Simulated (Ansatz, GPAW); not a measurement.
# Ballistic transport through 1,4-diisocyanobenzene between two Ir chains, from relaxation to T(E)

How well does 1,4-diisocyanobenzene between two Ir chains conduct once its atoms have relaxed, and how much do cheaper levels lose?

Program: GPAW 26.7.0 and Ansatz 0.2.0. Level of theory: Ansatz plane waves; relaxation of the junction with the lead ends held, in the first sound run; inputs show where later runs differ. Results are calculated unless marked as measured.

## Step 1: Starting point

The cell holds 30 atoms: 16 Ir, 8 C, 2 N and 4 H. Cell: a = 10.816 Å, b = 9.000 Å, c = 46.596 Å, α = 90.0°, β = 90.0°, γ = 90.0°. Regions: left lead, 8 atoms (8 Ir); channel, 14 atoms (8 C, 2 N and 4 H); right lead, 8 atoms (8 Ir). Vacuum lies along a and b. The structure is stacked along c, and the current runs across the ab planes.

## Step 2: Relaxation

Transmission follows bond lengths closely, so the atoms between the held lead ends are relaxed first, from a slightly shaken start that lets symmetry break.

input.yaml

```yaml
crystal:
  lattice:
    - [10.8160169925, 0.0, 0.0]
    - [0.0, 9.0, 0.0]
    - [0.0, 0.0, 46.5957231111]
  atoms:
    - { symbol: Ir, position: [0.5, 0.5, 0.0246803767] }
    - { symbol: Ir, position: [0.5, 0.5, 0.0740411302] }
    - { symbol: Ir, position: [0.5, 0.5, 0.1234018836] }
    - { symbol: Ir, position: [0.5, 0.5, 0.1727626371] }
    - { symbol: Ir, position: [0.5, 0.5, 0.2221233905] }
    - { symbol: Ir, position: [0.5, 0.5, 0.2714841439] }
    - { symbol: Ir, position: [0.5043675259, 0.5024776113, 0.3202204481] }
    - { symbol: Ir, position: [0.4994119708, 0.4990442336, 0.371726661] }
    - { symbol: C, position: [0.4973838282, 0.5045858729, 0.4155680845] }
    - { symbol: "N", position: [0.5028343004, 0.4999905546, 0.4408895155] }
    - { symbol: C, position: [0.501362463, 0.500365124, 0.4708499515] }
    - { symbol: H, position: [0.7004894602, 0.5041101128, 0.4744138012] }
    - { symbol: H, position: [0.3002357777, 0.4993751971, 0.4735145294] }
    - { symbol: C, position: [0.6081685685, 0.5010272812, 0.4846924716] }
    - { symbol: C, position: [0.3849519435, 0.4947374025, 0.4848854191] }
    - { symbol: C, position: [0.6141802342, 0.4982383259, 0.5143842299] }
    - { symbol: C, position: [0.3856742666, 0.4994953811, 0.5142239396] }
    - { symbol: H, position: [0.6980381497, 0.4964146445, 0.5266687534] }
    - { symbol: H, position: [0.3053199248, 0.5005518968, 0.5280324264] }
    - { symbol: C, position: [0.4980778277, 0.4962125641, 0.5293865516] }
    - { symbol: "N", position: [0.5002367554, 0.5012468417, 0.5596122479] }
    - { symbol: C, position: [0.4991237679, 0.5029526468, 0.5844537532] }
    - { symbol: Ir, position: [0.5019418214, 0.5014954649, 0.6299564116] }
    - { symbol: Ir, position: [0.5006132627, 0.4975907904, 0.6795034354] }
    - { symbol: Ir, position: [0.5, 0.5, 0.7285158561] }
    - { symbol: Ir, position: [0.5, 0.5, 0.7778766095] }
    - { symbol: Ir, position: [0.5, 0.5, 0.8272373629] }
    - { symbol: Ir, position: [0.5, 0.5, 0.8765981164] }
    - { symbol: Ir, position: [0.5, 0.5, 0.9259588698] }
    - { symbol: Ir, position: [0.5, 0.5, 0.9753196233] }
kpoints:
  mp_grid: { grid: [1, 1, 2] }
hamiltonian:
  xc: pbe
scf:
  occupations: { method: fermi_dirac, width: 0.1 }
relax:
  f_tol: 0.03
  max_steps: 80
  constraints: [{ sites: [0, 1, 2, 3, 4, 5, 24, 25, 26, 27, 28, 29] }]
```

Started as:

```console
> ansatz run input.yaml --threads 4 --pin off --max-ram 8192MiB --backend cpu --events-out ev --progress --plain --runs-dir out
```

Numbers of over 12 decimals in the logs are rounded to 6 here.

Output:

```text
Engine: ansatz 0.2.0, aarch64-unknown-linux-gnu
Pseudopotentials: kind: paw
Pseudopotential: Ir, paw, valence charge 17, recommended cutoff 420 eV (normal), Ir.paw.azcp
Pseudopotential: C, paw, valence charge 4, recommended cutoff 420 eV (normal), C.paw.azcp
Pseudopotential: N, paw, valence charge 5, recommended cutoff 420 eV (normal), N.paw.azcp
Pseudopotential: H, paw, valence charge 1, recommended cutoff 420 eV (normal), H.paw.azcp
Functional definition: PBE
  parameter kappa = 0.804
  parameter beta = 0.066725
  exchange = pbe_x(kappa = kappa, mu = beta*pi^2/3)
  correlation = pbe_c(beta = beta)
Crystal: 30 atoms, lattice volume = 4535.821 Å³
Basis set: ecut = 420 eV, 88513 PW (Γ), exchange–correlation on 150×128×640 points (8 copies of the dense FFT grid, shifted against one another)
Bands: 191, of which v1, the nominal top of the filled ones, is band 159 counted from 1 (158 counted from 0)
Symmetry: 1 space group operations
Space group: P1 (ITA 1), of the structure as read, at distance tolerance 1.7e-4 Å
k-points: 2
Non-local potential: Ir, projectors of the file, l = 0: 3, l = 1: 2, l = 2: 2, l = 3: 1
Non-local potential: C, projectors of the file, l = 0: 2, l = 1: 2, l = 2: 1
Non-local potential: N, projectors of the file, l = 0: 2, l = 1: 2, l = 2: 1
Non-local potential: H, projectors of the file, l = 0: 2, l = 1: 1
PAW form: soft (Blöchl's): semilocal exchange-correlation on the pseudo side does not see the compensation charge
PAW one-centre angular grid: Ir, 590 points (default); XC on 64 Gauss nodes
PAW one-centre angular grid: C, 110 points (default); XC on 64 Gauss nodes
PAW one-centre angular grid: N, 110 points (default); XC on 64 Gauss nodes
PAW one-centre angular grid: H, 110 points (default); XC on 64 Gauss nodes
Initial density: superposition of atomic densities (neutral atoms: chi_scale 0, normalization atom), corrected by the library's trained network
Initial wavefunctions: pseudopotential atomic-orbital guess
Functional: x = pbe(κ = 0.804, μ = 0.219515), c = pbe(β = 0.066725)
SCF iter   1: F=—  HF=-193739.945140 eV  |F-HF|=—  |Δ(HF+E_count)|=         —  Δρ=9.54e-3  dr2=3.24e1  ethr=1.77e-3  ⟨swp⟩=6.5  Hψ=1466  notcnv=0  defer=4
preconditioner: auto → LDOS  [metal: Δε(μ)=0.041 eV  Ē_g=4.825 eV  σ=0.100 eV  W_gap=0.10  n_scr=406 (ndim 8)  ℏωp=7.5 eV  f_vac=0.787  D(μ)=57.88/eV (n_scr^D=286)  β→1.0]
SCF iter   2: F=—  HF=-193739.410763 eV  |F-HF|=—  |Δ(HF+E_count)|=   5.34e-1  Δρ=3.68e-3  dr2=9.70e-1  ethr=1.77e-3  ⟨swp⟩=3.0  Hψ=892  notcnv=0  defer=11
SCF iter   3: F=—  HF=-193739.483274 eV  |F-HF|=—  |Δ(HF+E_count)|=   7.25e-2  Δρ=3.40e-3  dr2=8.73e-1  ethr=3.05e-4  ⟨swp⟩=3.0  Hψ=794  notcnv=0  defer=5
SCF iter   4: F=—  HF=-193739.292137 eV  |F-HF|=—  |Δ(HF+E_count)|=   1.91e-1  Δρ=5.88e-4  dr2=3.88e-2  ethr=2.74e-4  ⟨swp⟩=2.0  Hψ=656  notcnv=0  defer=5
SCF iter   5: F=—  HF=-193739.292662 eV  |F-HF|=—  |Δ(HF+E_count)|=   5.26e-4  Δρ=4.05e-4  dr2=2.05e-2  ethr=1.22e-5  ⟨swp⟩=2.0  Hψ=551  notcnv=0  defer=5
SCF iter   6: F=—  HF=-193739.292010 eV  |F-HF|=—  |Δ(HF+E_count)|=   6.52e-4  Δρ=1.93e-4  dr2=3.79e-3  ethr=6.43e-6  ⟨swp⟩=2.0  Hψ=460  notcnv=0  defer=5
SCF iter   7: F=—  HF=-193739.291848 eV  |F-HF|=—  |Δ(HF+E_count)|=   1.62e-4  Δρ=1.05e-4  dr2=9.21e-4  ethr=1.19e-6  ⟨swp⟩=2.0  Hψ=459  notcnv=0  defer=5
SCF iter   8: F=—  HF=-193739.291985 eV  |F-HF|=—  |Δ(HF+E_count)|=   1.38e-4  Δρ=4.49e-5  dr2=1.95e-4  ethr=2.90e-7  ⟨swp⟩=2.0  Hψ=472  notcnv=0  defer=5
SCF iter   9: F=—  HF=-193739.292005 eV  |F-HF|=—  |Δ(HF+E_count)|=   2.01e-5  Δρ=2.03e-5  dr2=4.90e-5  ethr=6.12e-8  ⟨swp⟩=2.0  Hψ=482  notcnv=0  defer=5
SCF iter  10: F=-193739.292001 eV  HF=-193739.292006 eV  |F-HF|=5.65e-6  |Δ(HF+E_count)|=   9.65e-7  Δρ=1.08e-5  dr2=1.11e-5  ethr=7.08e-9  ⟨swp⟩=4.0  Hψ=1097  notcnv=0
SCF 1 converged in 10 iterations: F = -193739.292001 eV  dr2 = 1.11e-5
  greatest PAW one-centre occupation: 1.000 electrons in one spin orbital (limit 2), on the Ir atom at site 3 (counted from 0), in its partial waves of l = 1
relax step   1: F+E_penalty+E_count = -193739.29200063 eV  Δ(F+E_penalty+E_count) = +0.000e0 eV  max|allowed force component| = 4.531e0 eV/Å  Δτ_max = 0.0000 Å  (10 SCF iters, dr2 threshold 2.25e-5 eV, accepted)
Initial density: handed on by an earlier stage of this run
Initial wavefunctions: those handed on with the density
iter 1 solved again at ethr=3.12e-4 eV; its pass at ethr=3.10e-3 eV (dr2=9.93e-1 eV) is discarded
SCF iter   1: F=—  HF=-193739.876402 eV  |F-HF|=—  |Δ(HF+E_count)|=         —  Δρ=3.62e-3  dr2=1.04e0  ethr=3.12e-4  ⟨swp⟩=2.0  Hψ=1220  notcnv=0  defer=5
preconditioner: auto → LDOS  [metal: Δε(μ)=0.061 eV  Ē_g=4.895 eV  σ=0.100 eV  W_gap=0.15  n_scr=406 (ndim 8)  ℏωp=7.5 eV  f_vac=0.792  D(μ)=57.95/eV (n_scr^D=286)  β→1.0]
SCF iter   2: F=—  HF=-193739.847950 eV  |F-HF|=—  |Δ(HF+E_count)|=   2.85e-2  Δρ=2.05e-3  dr2=2.61e-1  ethr=3.12e-4  ⟨swp⟩=2.0  Hψ=626  notcnv=0  defer=5
SCF iter   3: F=—  HF=-193739.792336 eV  |F-HF|=—  |Δ(HF+E_count)|=   5.56e-2  Δρ=6.61e-4  dr2=3.74e-2  ethr=8.21e-5  ⟨swp⟩=3.0  Hψ=714  notcnv=0  defer=6
SCF iter   4: F=—  HF=-193739.784860 eV  |F-HF|=—  |Δ(HF+E_count)|=   7.48e-3  Δρ=1.59e-4  dr2=3.14e-3  ethr=1.18e-5  ⟨swp⟩=2.0  Hψ=565  notcnv=0  defer=6
SCF iter   5: F=—  HF=-193739.784697 eV  |F-HF|=—  |Δ(HF+E_count)|=   1.63e-4  Δρ=6.96e-5  dr2=6.39e-4  ethr=9.89e-7  ⟨swp⟩=2.0  Hψ=459  notcnv=0  defer=6
SCF iter   6: F=—  HF=-193739.784739 eV  |F-HF|=—  |Δ(HF+E_count)|=   4.16e-5  Δρ=4.43e-5  dr2=2.70e-4  ethr=2.01e-7  ⟨swp⟩=2.0  Hψ=450  notcnv=0  defer=6
SCF iter   7: F=-193739.784709 eV  HF=-193739.784749 eV  |F-HF|=3.91e-5  |Δ(HF+E_count)|=   9.46e-6  Δρ=2.20e-5  dr2=4.76e-5  ethr=3.14e-8  ⟨swp⟩=3.0  Hψ=1140  notcnv=0
SCF 2 converged in 7 iterations: F = -193739.784709 eV  dr2 = 4.76e-5
relax step   2: F+E_penalty+E_count = -193739.78470938 eV  Δ(F+E_penalty+E_count) = -4.927e-1 eV  max|allowed force component| = 1.745e0 eV/Å  Δτ_max = 0.0897 Å  (7 SCF iters, dr2 threshold 1.00e-4 eV, accepted)
iter 1 solved again at ethr=7.40e-4 eV; its pass at ethr=3.10e-3 eV (dr2=2.35e0 eV) is discarded
SCF iter   1: F=—  HF=-193740.055117 eV  |F-HF|=—  |Δ(HF+E_count)|=         —  Δρ=3.27e-3  dr2=2.79e0  ethr=7.40e-4  ⟨swp⟩=1.5  Hψ=1237  notcnv=0  defer=5
eigensolver tolerance schedule calibrated: the retry pair's looser diagonalisation under-reported the residual by θ = 0.16 (0.25/decade); ethr = c·dr2/N_el runs at the constant in force after the calibration composes with the one it found (an armed cap, an earlier calibration), c = 1.6e-2
[...]
relax step   6: F+E_penalty+E_count = -193740.42154177 eV  Δ(F+E_penalty+E_count) = -1.815e-1 eV  max|allowed force component| = 6.980e-1 eV/Å  Δτ_max = 0.1907 Å  (7 SCF iters, dr2 threshold 1.00e-4 eV, accepted)
relax step   7: F+E_penalty+E_count = -193740.48831700 eV  Δ(F+E_penalty+E_count) = -6.678e-2 eV  max|allowed force component| = 6.003e-1 eV/Å  Δτ_max = 0.1954 Å  (7 SCF iters, dr2 threshold 1.00e-4 eV, accepted)
relax step   8: F+E_penalty+E_count = -193740.55834944 eV  Δ(F+E_penalty+E_count) = -7.003e-2 eV  max|allowed force component| = 8.524e-2 eV/Å  Δτ_max = 0.1399 Å  (7 SCF iters, dr2 threshold 1.00e-4 eV, accepted)
relax step   9: F+E_penalty+E_count = -193740.56582783 eV  Δ(F+E_penalty+E_count) = -7.478e-3 eV  max|allowed force component| = 3.742e-2 eV/Å  Δτ_max = 0.0832 Å  (11 SCF iters, accepted)
relax step  10: F+E_penalty+E_count = -193740.56744240 eV  Δ(F+E_penalty+E_count) = -1.615e-3 eV  max|allowed force component| = 1.063e-2 eV/Å  Δτ_max = 0.0728 Å  (10 SCF iters, accepted)
relax step  11: F+E_penalty+E_count = -193740.55973231 eV  Δ(F+E_penalty+E_count) = +7.710e-3 eV  max|allowed force component| = 3.014e-1 eV/Å  Δτ_max = 0.1957 Å  (11 SCF iters, rejected (line search))
relax step  12: F+E_penalty+E_count = -193740.56796526 eV  Δ(F+E_penalty+E_count) = -5.229e-4 eV  max|allowed force component| = 4.598e-2 eV/Å  Δτ_max = 0.0512 Å  (11 SCF iters, accepted)
relax step  13: F+E_penalty+E_count = -193740.56867394 eV  Δ(F+E_penalty+E_count) = -7.087e-4 eV  max|allowed force component| = 3.507e-2 eV/Å  Δτ_max = 0.0840 Å  (10 SCF iters, accepted)
SCF iter   1: F=—  HF=-193740.569470 eV  |F-HF|=—  |Δ(HF+E_count)|=         —  Δρ=2.93e-4  dr2=2.29e-3  ethr=4.28e-6  ⟨swp⟩=2.0  Hψ=703  notcnv=0  defer=7
preconditioner: auto → LDOS  [metal: Δε(μ)=0.059 eV  Ē_g=4.817 eV  σ=0.100 eV  W_gap=0.15  n_scr=406 (ndim 8)  ℏωp=7.5 eV  f_vac=0.791  D(μ)=55.36/eV (n_scr^D=246)  β→1.0]
SCF iter   2: F=—  HF=-193740.569210 eV  |F-HF|=—  |Δ(HF+E_count)|=   2.60e-4  Δρ=1.27e-4  dr2=8.86e-4  ethr=7.20e-7  ⟨swp⟩=2.0  Hψ=734  notcnv=0  defer=7
SCF iter   3: F=—  HF=-193740.569119 eV  |F-HF|=—  |Δ(HF+E_count)|=   9.11e-5  Δρ=5.70e-5  dr2=2.01e-4  ethr=2.79e-7  ⟨swp⟩=2.0  Hψ=581  notcnv=0  defer=7
SCF iter   4: F=—  HF=-193740.569067 eV  |F-HF|=—  |Δ(HF+E_count)|=   5.16e-5  Δρ=1.65e-5  dr2=3.21e-5  ethr=6.31e-8  ⟨swp⟩=2.0  Hψ=462  notcnv=0  defer=7
SCF iter   5: F=—  HF=-193740.568939 eV  |F-HF|=—  |Δ(HF+E_count)|=   1.28e-4  Δρ=9.54e-6  dr2=8.54e-6  ethr=1.01e-8  ⟨swp⟩=2.0  Hψ=418  notcnv=0  defer=7
SCF iter   6: F=—  HF=-193740.568940 eV  |F-HF|=—  |Δ(HF+E_count)|=   1.06e-6  Δρ=3.62e-6  dr2=1.41e-6  ethr=2.68e-9  ⟨swp⟩=2.0  Hψ=413  notcnv=0  defer=7
SCF iter   7: F=—  HF=-193740.568940 eV  |F-HF|=—  |Δ(HF+E_count)|=   1.48e-7  Δρ=1.31e-6  dr2=1.24e-7  ethr=4.44e-10  ⟨swp⟩=2.0  Hψ=525  notcnv=0  defer=7
SCF iter   8: F=-193740.568940 eV  HF=-193740.568940 eV  |F-HF|=4.57e-9  |Δ(HF+E_count)|=   1.11e-7  Δρ=6.31e-7  dr2=3.90e-8  ethr=3.14e-11  ⟨swp⟩=4.0  Hψ=1184  notcnv=0
SCF 14 converged in 8 iterations: F = -193740.568940 eV  dr2 = 3.90e-8
relax step  14: F+E_penalty+E_count = -193740.56894049 eV  Δ(F+E_penalty+E_count) = -2.665e-4 eV  max|allowed force component| = 2.282e-2 eV/Å  Δτ_max = 0.0156 Å  (8 SCF iters, accepted)
SCF converged after 8 iterations
Free energy (F): -193740.568940 eV
Harris-Foulkes:  -193740.568940 eV  (|F-HF|=4.57e-9)
Internal energy: -193738.828555 eV  (E = F + TS)
E sigma→0 (E₀):  -193739.698748 eV
Entropy (-TS):   -1.740385 eV (-58.013 meV/atom)
Fermi energy:    -3.697346 eV
--- Per-component energies (eV) ---
  E_band       = -9409.009110
  E_kinetic    = 10917.831384
  E_local      = -100025.153001  (includes V_loc(G=0)·N_el)
  E_nonlocal   = 1540.329528
  E_hartree    = 43669.921692
  E_xc         = -4739.851709
  E_vxc        = -5353.025957  (∫ρ·V_xc dr)
  E_paw        = -148641.032714  (= ΣΔE_a)
  E_vpaw       = -3828.833210  (= ΣTr[D̂ρ^β])
  E_aug_tail   = -0.004160  (compensation charges beyond the density's cutoff)
  E_ewald      = 3539.130424
  E_smearing   = -1.740385  (= −TS)
  E_closure    = 0.000000  (closes the sum)
  Σ components = -193740.568940   (vs F -193740.568940, Δ=0.00e0)
--- Forces (eV/Å), atoms counted from 1 ---
  atom   1  Ir     0.03191588     0.00562689     0.09490415
  atom   2  Ir     0.01919953     0.00566894     0.08530317
  atom   3  Ir    -0.00819751    -0.00479989    -0.20003930
  atom   4  Ir    -0.02082544    -0.00353738     0.01069628
  atom   5  Ir     0.21787679     0.07192951     0.51944205
  atom   6  Ir    -0.24290176    -0.07231817     1.36459410
  atom   7  Ir    -0.00916392    -0.00582004     0.01588935
  atom   8  Ir     0.00701213     0.00773982    -0.01962385
  atom   9  C     -0.00290423    -0.01016457    -0.01079324
  atom  10  N      0.00223796     0.00360769    -0.00833367
  atom  11  C      0.00623910     0.00303117     0.02150953
  atom  12  H      0.00324434     0.00047829     0.00253741
  atom  13  H     -0.00089947    -0.00106741     0.00312511
  atom  14  C     -0.00822315     0.00011183    -0.02281992
  atom  15  C     -0.00226698    -0.00085492    -0.01540532
  atom  16  C      0.00766918     0.00101733     0.01455260
  atom  17  C      0.00234826    -0.00021259     0.01274586
  atom  18  H      0.00052948     0.00074368    -0.00345072
  atom  19  H      0.00018876    -0.00051432    -0.00188504
  atom  20  C     -0.00130898    -0.00494689    -0.01773701
  atom  21  N     -0.01487727     0.00178378     0.01225050
  atom  22  C      0.00888914     0.00071130     0.00562902
  atom  23  Ir     0.00319552    -0.00034049    -0.00124713
  atom  24  Ir    -0.00459844     0.00153583    -0.01258796
  atom  25  Ir     0.26034444     0.02535597    -1.34675980
  atom  26  Ir    -0.23357721    -0.01933330    -0.51422963
  atom  27  Ir     0.02100558     0.00529388    -0.00575654
  atom  28  Ir     0.00891203    -0.00108750     0.19834020
  atom  29  Ir    -0.01961852    -0.00248220    -0.08786780
  atom  30  Ir    -0.03137768    -0.00714558    -0.09297958
  max |Σ_I F_I| component: 6.76e-5 eV/Å
--- Relaxed structure (14 steps of the walk, 13 accepted, 0 SCFs on fresh bases) ---
  F+E_penalty+E_count = -193740.56894049 eV   max|allowed force component| = 2.282e-2 eV/Å
  atoms:
    - { symbol: Ir, position: [0.5, 0.5, 0.024680] }
    - { symbol: Ir, position: [0.5, 0.5, 0.074041] }
    - { symbol: Ir, position: [0.5, 0.5, 0.123402] }
    - { symbol: Ir, position: [0.5, 0.5, 0.172763] }
    - { symbol: Ir, position: [0.5, 0.5, 0.2221233905] }
    - { symbol: Ir, position: [0.5, 0.5, 0.2714841439] }
    - { symbol: Ir, position: [0.549153, 0.519375, 0.321620] }
    - { symbol: Ir, position: [0.470525, 0.490210, 0.370019] }
    - { symbol: C, position: [0.498157, 0.501578, 0.412118] }
    - { symbol: N, position: [0.502047, 0.503271, 0.438159] }
    - { symbol: C, position: [0.500925, 0.503261, 0.468457] }
    - { symbol: H, position: [0.699921, 0.508247, 0.474536] }
    - { symbol: H, position: [0.301355, 0.498288, 0.473436] }
    - { symbol: C, position: [0.610516, 0.505883, 0.485310] }
    - { symbol: C, position: [0.389621, 0.500305, 0.484711] }
    - { symbol: C, position: [0.608892, 0.505437, 0.515471] }
    - { symbol: C, position: [0.388001, 0.499850, 0.514878] }
    - { symbol: H, position: [0.697151, 0.507468, 0.526749] }
    - { symbol: H, position: [0.298571, 0.497491, 0.525644] }
    - { symbol: C, position: [0.497597, 0.502379, 0.531723] }
    - { symbol: N, position: [0.496655, 0.501852, 0.562016] }
    - { symbol: C, position: [0.500631, 0.501930, 0.588058] }
    - { symbol: Ir, position: [0.529750, 0.504358, 0.630164] }
    - { symbol: Ir, position: [0.447857, 0.495180, 0.678475] }
    - { symbol: Ir, position: [0.5, 0.5, 0.7285158561] }
    - { symbol: Ir, position: [0.5, 0.5, 0.777877] }
    - { symbol: Ir, position: [0.5, 0.5, 0.8272373629] }
    - { symbol: Ir, position: [0.5, 0.5, 0.8765981164] }
    - { symbol: Ir, position: [0.5, 0.5, 0.9259588698] }
    - { symbol: Ir, position: [0.5, 0.5, 0.9753196233] }
```

Wall time 15 min (4 threads of Arm Neoverse N1, shared host); peak memory 5 GiB; 57 min of CPU time.

The steps of the relaxation:

| step | energy less that of the first step (eV) | largest force component (eV/Å) |
| --- | --- | --- |
| 1 | 0.0000 | 4.5308 |
| 2 | -0.4927 | 1.7445 |
| 3 | -0.6828 | 0.5778 |
| 4 | -0.8580 | 0.5786 |
| 5 | -0.9481 | 0.6093 |
| 6 | -1.1295 | 0.6980 |
| 7 | -1.1963 | 0.6003 |
| 8 | -1.2663 | 0.0852 |
| 9 | -1.2738 | 0.0374 |
| 10 | -1.2754 | 0.0106 |
| 11 | -1.2677 | 0.3014 |
| 12 | -1.2760 | 0.0460 |
| 13 | -1.2767 | 0.0351 |
| 14 | -1.2769 | 0.0228 |

Relaxation step 11 was tried and not accepted.

The atoms that moved most (Å):

| atom | dx | dy | dz | length |
| --- | --- | --- | --- | --- |
| Ir24 | -0.571 | -0.022 | -0.048 | 0.573 |
| Ir7 | 0.484 | 0.152 | 0.065 | 0.512 |
| Ir8 | -0.312 | -0.080 | -0.080 | 0.332 |
| Ir23 | 0.301 | 0.026 | 0.010 | 0.302 |
| C22 | 0.016 | -0.009 | 0.168 | 0.169 |
| C9 | 0.008 | -0.027 | -0.161 | 0.163 |
| H19 | -0.073 | -0.028 | -0.111 | 0.136 |
| N10 | -0.009 | 0.030 | -0.127 | 0.131 |

Numbers from this step:

```
free energy         : -193740.5689 eV
smearing term TS    : 1.740 eV
symmetry operations : 1
```

The relaxation lowered the energy of the cell by 1.28 eV.

(Continued in part 2 of 4.)

[Logs are printed without paths, hosts, clocks, repeated set-up lines and the standing remarks that a program may print on its own settings, such as how far it seeks lower states.]

[Hosts, paths, dates, database ids (printed as entryN), source tags and the programs' standing remarks are cut or masked in the printed files.]
